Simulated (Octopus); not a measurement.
# Ga (I4/mmm) in Octopus: equation of state

Aim: energy against volume of Ga in PBE, for its equilibrium volume and stiffness.

All numbers are computed with Octopus 16.4; they aren't measurements. Logs are shortened: lines on timing, memory, paths and dates and some standing lists are left out, and cuts for length are marked.

## (1) The structure

Symmetry: I4/mmm, No. 139, tetragonal system. The conventional cell has a = 2.769 Å, b = 2.769 Å, c = 4.622 Å, α = 90.00°, β = 90.00°, γ = 90.00°. Ga (site symmetry 4/mmm) has 12 Ga at 2.77 to 3.03 Å as nearest neighbours.

This isn't the form of Ga at room conditions, which is orthorhombic.

## (2) Equation of state, PBE, 17.72 Å³/atom

Contents of inp:

```
CalculationMode = gs
UnitsOutput = eV_Angstrom
PeriodicDimensions = 3
ExperimentalFeatures = yes
PseudopotentialSet = pseudodojo_pbe
%LatticeParameters
 1*angstrom | 1*angstrom | 1*angstrom
%
%LatticeVectors
 -1.3843987196 | 1.3843987196 | 2.3112238365
 1.3843987196 | -1.3843987196 | 2.3112238365
 1.3843987196 | 1.3843987196 | -2.3112238365
%
%ReducedCoordinates
 "Ga" | 0 | 0 | 0
%
%Spacing
 0.13169590*angstrom | 0.13169590*angstrom | 0.13169590*angstrom
%
DerivativesOrder = 8
%KPointsGrid
 13 | 13 | 13
%
KPointsUseSymmetries = yes
XCFunctional = gga_x_pbe + gga_c_pbe
SmearingFunction = fermi_dirac
Smearing = 0.05*eV
ExtraStates = 5
Eigensolver = chebyshev_filter
ConvRelDens = 3e-7
MaximumIter = 120
```

Potentials or basis: pseudodojo_pbe (PseudoDojo 0.5, PBE).

On the command line:

```
$ OMP_NUM_THREADS=1 octopus > out.log
```

out.log:

```text
Running octopus

[... 17 lines left out ...]

****************************** Species *******************************
  Species 'Ga'
    type             : pseudopotential
    file             : 'Ga.upf'
    file format      : UPF2
    valence charge   : 13.0
    atomic number    :  31
    form on file     : kleinman-bylander
    lmax             : 2
    llocal           : -1
    projectors per l : 2
    total projectors : 6
    application form : kleinman-bylander
    orbitals         :  9
    bound orbitals   :  9

**********************************************************************

***************************** Symmetries *****************************
Space group No.  139
International: I4/mmm
Schoenflies: D4h^17
Info: The system has    16 symmorphic symmetries that can be used.
  Index                Rotation matrix                      Fractional translations
    1 :     1   0   0     0   1   0     0   0   1      0.000000    0.000000    0.000000
    2 :    -1   0   0     0  -1   0     0   0  -1      0.000000    0.000000    0.000000
    3 :     0   0  -1     1   1   1     0  -1   0      0.000000    0.000000    0.000000
    4 :     0   0   1    -1  -1  -1     0   1   0      0.000000    0.000000    0.000000
    5 :     0   1   0     1   0   0    -1  -1  -1      0.000000    0.000000    0.000000
    6 :     0  -1   0    -1   0   0     1   1   1      0.000000    0.000000    0.000000
[... 8 lines left out ...]
   15 :    -1   0   0     0  -1   0     1   1   1      0.000000    0.000000    0.000000
   16 :     1   0   0     0   1   0    -1  -1  -1      0.000000    0.000000    0.000000
Info: The system also has     0 nonsymmorphic symmetries (not used for electrons).
**********************************************************************

Input: [CurvMethod = curv_affine]
Input: [DerivativesStencil = stencil_stargeneral]

****************************** Lattice *******************************
  Lattice Vectors [A]
   -1.384399    1.384399    2.311224
    1.384399   -1.384399    2.311224
    1.384399    1.384399   -2.311224
  Cell volume =            17.7184 [A^3]
  Reciprocal-Lattice Vectors [A^-1]
    0.000000    2.269283    1.359277
    2.269283    0.000000    1.359277
    2.269283    2.269283   -0.000000
  Cell angles [degree]
    alpha =  125.607
    beta  =  125.607
    gamma =   80.536
**********************************************************************

Checking if the generated full k-point grid is symmetric

   196 k-points generated from parameters :
 ---------------------------------------------------
    n =   13   13   13

    s1  =  0.50  0.50  0.50

   index |      weight  |             coordinates              |
       1 |     0.000455 |    0.000000    0.000000    0.000000  |
       2 |     0.003641 |    0.076923    0.000000    0.000000  |
       3 |     0.001821 |    0.000000    0.000000    0.076923  |
       4 |     0.003641 |    0.076923    0.076923    0.000000  |
       5 |     0.007283 |    0.076923    0.000000    0.076923  |
       6 |     0.003641 |    0.076923    0.076923    0.076923  |
[... 188 lines left out ...]
     195 |     0.001821 |   -0.461538    0.461538    0.461538  |
     196 |     0.000910 |   -0.461538   -0.461538    0.461538  |

Input: [SmearingFunction = fermi_dirac]
Input: [SymmetrizeDensity = yes]

******************************* States *******************************
Total electronic charge  =       13.000
Number of states         =       12
States block-size        =        4
**********************************************************************
[... 5 lines left out ...]
Simulation Box:
  Type = parallelepiped
  Lengths [A] = (   3.029,   3.029,   3.029)
Main mesh:
  Spacing [A] = ( 0.132, 0.132, 0.132)    volume/point [A^3] =      0.00146
  # inner mesh =      12167
  # total mesh =      47285
  Grid Cutoff [eV] =  2168.094185    Grid Cutoff [Ry] =   159.351997
**********************************************************************

[... 22 lines left out ...]
**********************************************************************

Info: FFT grid dimensions       = 23 x 23 x 23
      Total grid size           = 12167 (      0.1 MiB )
      Inefficient FFT grid. A better grid would be: 24 24 24
Input: [FilterPotentials = filter_TS]
Info: Pseudopotential for Ga
  Radii for localized parts:
    local part     =  1.2 A
    non-local part =  1.4 A
    orbitals       =  6.9 A

Input: [RelativisticCorrection = non_relativistic]
[... 33 lines left out ...]
** Warning:
**   Cannot do LCAO for all states because there are not enough atomic orbitals.
**   Required: 12. Available: 9. 3 orbitals will be randomized.

Info: Unnormalized total charge =     13.002530
Info: Renormalized total charge =     13.000000
Info: Setting up Hamiltonian.
Info: Performing initial LCAO calculation with      9 orbitals.
Info: Getting Hamiltonian matrix elements.

Eigenvalues [eV]
 #st  Spin   Eigenvalue      Occupation
#k =       1, k = (  0.000000,  0.000000,  0.000000)
   1   --    -9.850332       2.000000
   2   --    -9.643318       2.000000
   3   --    -9.620856       2.000000
   4   --    -9.619923       2.000000
   5   --    -9.477322       2.000000
   6   --    -6.651908       2.000000
   7   --    17.629467       2.000000
   8   --    18.274237       2.000000
   9   --    18.275455       2.000000
#k =       2, k = (  0.076923,  0.000000,  0.000000)
   1   --    -9.502194       2.000000
   2   --    -9.342377       2.000000
   3   --    -9.148205       2.000000
   4   --    -9.021251       2.000000
   5   --    -8.971150       2.000000
   6   --    -6.487072       2.000000
   7   --    17.778504       2.000000
   8   --    18.410098       2.000000
   9   --    18.440443       2.000000
[... 194 further k-points ...]
Fermi energy =    21.162995 eV
Generating random wavefunctions for states       10 and above
Orthogonalizing wavefunctions.
Info: Ground-state restart information will be written to 'restart/gs'.
Info: SCF using complex wavefunctions.
Info: Starting SCF iteration.

** Warning:
**   Symmetrization discrepancy ratio (scalar) =  1.55450E-02

*********************** SCF CYCLE ITER #    1 ************************
 etot  = -2.06885375E+03 abs_ev   =  1.59E+02 rel_ev   =  1.65E+00
 ediff =        7.60E+01 abs_dens =  2.85E-01 rel_dens =  2.19E-02
Matrix vector products: 4900
Converged eigenvectors: 0

#  State  KPoint  Eigenvalue [eV]  Occupation    Error
      1     196       -9.987418    2.000000   ( 1.4E-03)
      1     195       -9.974151    2.000000   ( 4.2E-03)
      1     188       -9.973396    2.000000   ( 2.5E-03)
      1     192       -9.967335    2.000000   ( 2.7E-03)
      1     194       -9.956357    2.000000   ( 1.2E-03)
      1     165       -9.948762    2.000000   ( 1.2E-03)
      1     176       -9.948099    2.000000   ( 1.4E-03)
      1     182       -9.943312    2.000000   ( 1.0E-03)

  [output of 1257 eigenvalues skipped: maximum error = 5.1E-02]
[... 21 lines left out ...]
     12     165       33.564778    0.000000   ( 1.6E-01)
     12     191       34.517669    0.000000   ( 2.3E-01)
     12     182       34.720210    0.000000   ( 1.4E-01)
     12     194       35.375420    0.000000   ( 2.3E-01)
     12     192       35.795224    0.000000   ( 1.8E-01)
     12     188       36.763231    0.000000   ( 1.5E-01)
     12     195       37.576200    0.000000   ( 2.4E-01)
     12     196       39.890399    0.000000   ( 1.5E-01)

Density of states:

-%--------------------------------------------------------------------
-%--------------------------------------------------------------------
%%--------------------------------------------------------------------
%%--------------------------------------------------------------------
%%--------------------------------------------------------------------
%%--------------------------------------------------------------------
%%--------------------------------------------------------------------
%%--------------------------------------------------------------------
%%--------------------------------------------------------------------
%%-----------------%%-%-%%%%%%%%-%%%-%%%%%%-%-%%-%%-------------------
                    ^

Fermi energy =     4.686282 eV

**********************************************************************

** Warning:
**   Symmetrization discrepancy ratio (scalar) =  1.51227E-02

*********************** SCF CYCLE ITER #    2 ************************
 etot  = -2.07461738E+03 abs_ev   =  3.62E+00 rel_ev   =  3.63E-02
 ediff =        2.12E-01 abs_dens =  4.38E-02 rel_dens =  3.37E-03
Matrix vector products: 4900
Converged eigenvectors: 0

[... levels of this cycle ...]

Fermi energy =     4.603649 eV
[... 123 lines left out ...]
*********************** SCF CYCLE ITER #   13 ************************
 etot  = -2.08087334E+03 abs_ev   =  4.88E-05 rel_ev   =  4.71E-07
 ediff =        3.01E-06 abs_dens =  5.88E-07 rel_dens =  4.52E-08
Matrix vector products: 4900
Converged eigenvectors: 924

#  State  KPoint  Eigenvalue [eV]  Occupation    Error
      1     196      -10.683921    2.000000   ( 2.2E-08)
      1     195      -10.671431    2.000000   ( 2.2E-08)
      1     188      -10.670934    2.000000   ( 2.3E-08)
      1     192      -10.664941    2.000000   ( 2.3E-08)
      1     194      -10.654072    2.000000   ( 2.4E-08)
      1     165      -10.647928    2.000000   ( 2.2E-08)
      1     176      -10.646946    2.000000   ( 2.3E-08)
      1     182      -10.641948    2.000000   ( 2.3E-08)

  [output of 1256 eigenvalues skipped: maximum error = 7.6E-08]
[... 21 lines left out ...]
     12     193       31.442784    0.000000   ( 2.2E-02)
     12     182       31.979041    0.000000   ( 3.5E-02)
     12     191       32.839406    0.000000   ( 1.8E-02)
     12     194       33.009766    0.000000   ( 3.2E-02)
     12     192       34.256385    0.000000   ( 2.3E-02)
     12     188       34.425936    0.000000   ( 1.5E-02)
     12     195       36.154649    0.000000   ( 3.8E-02)
     12     196       37.958682    0.000000   ( 3.2E-02)

Density of states:

%---------------------------------------------------------------------
%%--------------------------------------------------------------------
%%--------------------------------------------------------------------
%%--------------------------------------------------------------------
%%--------------------------------------------------------------------
%%--------------------------------------------------------------------
%%--------------------------------------------------------------------
%%--------------------------------------------------------------------
%%--------------------------------------------------------------------
%%---------------%-%%%-%%%%%%%%%%%%%%-%%%%%%%%-%%%--------------------
                      ^

Fermi energy =     4.497755 eV

**********************************************************************

Info: SCF converged in   13 iterations

** Warning:
**   Some of the states are not fully converged!

Info: Number of matrix-vector products:      63700
Info: Finished writing information to 'restart/gs'.

Octopus emitted 16 warnings.
```

Wall time 10 min (1 thread of Arm Neoverse V1, shared host); peak memory 2 GiB.

Results:

- Free energy: -2080.8762 eV
- Band gap on the k mesh: none (metal or under the smearing width)

## (3) Equation of state, PBE, 17.36 Å³/atom (volume scaled by 0.98)

inp, as its differences from that of step 2:

```diff
@@ -9,5 +9,5 @@
 %LatticeVectors
- -1.3843987196 | 1.3843987196 | 2.3112238365
- 1.3843987196 | -1.3843987196 | 2.3112238365
- 1.3843987196 | 1.3843987196 | -2.3112238365
+ -1.3751071731 | 1.3751071731 | 2.2957117997
+ 1.3751071731 | -1.3751071731 | 2.2957117997
+ 1.3751071731 | 1.3751071731 | -2.2957117997
 %
@@ -17,3 +17,3 @@
 %Spacing
- 0.13169590*angstrom | 0.13169590*angstrom | 0.13169590*angstrom
+ 0.13081201*angstrom | 0.13081201*angstrom | 0.13081201*angstrom
 %
@@ -31 +31,6 @@
 MaximumIter = 120
+%Output
+ density | cube
+ elf | cube
+ potential | cube
+%
```

Potentials or basis: pseudodojo_pbe (PseudoDojo 0.5, PBE).

On the command line:

```
$ OMP_NUM_THREADS=1 octopus > out.log
```

Wall time 10 min (1 thread of Arm Neoverse V1, shared host); peak memory 2 GiB.

It converged, with:

```
Free energy            : -2080.8720 eV
Band gap on the k mesh : none (metal or under the smearing width)
```

## (4) Equation of state, PBE, 18.07 Å³/atom (volume scaled by 1.02)

Contents of inp:

```
CalculationMode = gs
UnitsOutput = eV_Angstrom
PeriodicDimensions = 3
ExperimentalFeatures = yes
PseudopotentialSet = pseudodojo_pbe
%LatticeParameters
 1*angstrom | 1*angstrom | 1*angstrom
%
%LatticeVectors
 -1.3935671902 | 1.3935671902 | 2.3265304007
 1.3935671902 | -1.3935671902 | 2.3265304007
 1.3935671902 | 1.3935671902 | -2.3265304007
%
%ReducedCoordinates
 "Ga" | 0 | 0 | 0
%
%Spacing
 0.13256808*angstrom | 0.13256808*angstrom | 0.13256808*angstrom
%
DerivativesOrder = 8
%KPointsGrid
 13 | 13 | 13
%
KPointsUseSymmetries = yes
XCFunctional = gga_x_pbe + gga_c_pbe
SmearingFunction = fermi_dirac
Smearing = 0.05*eV
ExtraStates = 5
Eigensolver = chebyshev_filter
ConvRelDens = 3e-7
MaximumIter = 120
```

On the command line:

```
$ OMP_NUM_THREADS=1 octopus > out.log
```

It took 11 min on 1 thread of Arm Neoverse V1, shared host; peak memory 2 GiB.

Results (log left out):

- Free energy: -2080.8780 eV
- Band gap on the k mesh: none (metal or under the smearing width)

## (5) Equation of state, PBE, 17.01 Å³/atom (volume scaled by 0.96)

inp, as its differences from that of step 4:

```diff
@@ -9,5 +9,5 @@
 %LatticeVectors
- -1.3935671902 | 1.3935671902 | 2.3265304007
- 1.3935671902 | -1.3935671902 | 2.3265304007
- 1.3935671902 | 1.3935671902 | -2.3265304007
+ -1.3656883352 | 1.3656883352 | 2.2799872528
+ 1.3656883352 | -1.3656883352 | 2.2799872528
+ 1.3656883352 | 1.3656883352 | -2.2799872528
 %
@@ -17,3 +17,3 @@
 %Spacing
- 0.13256808*angstrom | 0.13256808*angstrom | 0.13256808*angstrom
+ 0.12991601*angstrom | 0.12991601*angstrom | 0.12991601*angstrom
 %
@@ -31 +31,6 @@
 MaximumIter = 120
+%Output
+ density | cube
+ elf | cube
+ potential | cube
+%
```

On the command line:

```
$ OMP_NUM_THREADS=1 octopus > out.log
```

Run time: 11 min. Hardware: 1 thread of Arm Neoverse V1, shared host; peak memory 2 GiB.

It converged, with:

* Free energy: -2080.8653 eV
* Band gap on the k mesh: none (metal or under the smearing width)

[end of part 1 of 2]
